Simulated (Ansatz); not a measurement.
AlN: equation of state with SVWN5

AlN:

```
CELL_PARAMETERS angstrom
0.00000 2.18399 2.18399
2.18399 0.00000 2.18399
2.18399 2.18399 0.00000
ATOMIC_POSITIONS crystal
Al 0.00000 0.00000 0.00000
N 0.25000 0.25000 0.25000
```

Measurements of this composition are mostly on another form, of space group No. 186.

```
Program             : Ansatz 0.2.0
Task                : equation of state
Functional          : SVWN5
Potentials or basis : Ansatz PAW
Cutoff              : 420 eV
Density cutoff      : 1680 eV
k mesh              : 10 × 10 × 10
Occupations         : fermi-dirac, width 0.05 eV
Spin                : no spin polarisation
```

```json
{
 "Equilibrium volume": "10.23 Å³/atom",
 "Bulk modulus": "210 GPa",
 "Pressure derivative of the bulk modulus": "3.8"
}
```

Energy against volume, from the lowest point:
```
volume (Å³/atom)  energy (meV/atom)
           9.792              13.08
          10.001               3.48
          10.209               0.00
          10.417               2.24
          10.626               9.52
          10.834              21.44
          11.042              37.59
```

All runs of the series together: 4 s on 2 threads of Intel(R) Xeon(R) CPU @ 2.60GHz (Ice Lake), on a shared host.
